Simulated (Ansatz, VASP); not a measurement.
## AlN in VASP and in Ansatz

```
Al N
1.0
     3.02680    0.00000    0.00000
    -1.51340    2.62129    0.00000
     0.00000    0.00000    4.74580
Al N
2 2
Direct
  0.33333 0.66667 0.99880
  0.66667 0.33333 0.49880
  0.33333 0.66667 0.38620
  0.66667 0.33333 0.88620
```

Alike in both runs: functional LDA; k mesh 9 × 9 × 6; occupations gaussian, width 0.05 eV; no spin polarisation.

Ansatz relaxed the structure, and its values are those at the end. VASP's run is a single point on that final structure, the one shown.

```csv
,VASP,Ansatz
version,VASP 6.6.1,Ansatz 0.2.0
potentials or method,"VASP PAW LDA potentials, release 64 (Al, N)","scalar-relativistic, plane waves, PAW"
plane-wave cutoff (eV),520,520
valence electrons in the cell,16,16
```

|  | VASP | Ansatz | Ansatz less VASP |
| --- | --- | --- | --- |
| gap on the k mesh at the Fermi level (eV) | 4.89 | 4.91 | +0.020 |
| least direct gap on the mesh (eV) | 5.02 | 5.01 | -0.010 |
| pressure (GPa) | 20.6 | 19.6 | -0.96 |

Ansatz warned: «pseudo_functional_mismatch».

Caveats: so large a pressure means that the cell lies far from this level's equilibrium, or that cutoff or potentials fall short (VASP); an odd mesh through Γ misses points on the zone boundary, where band edges often lie. LDA gaps usually lie below the measured ones, often by a third to a half.
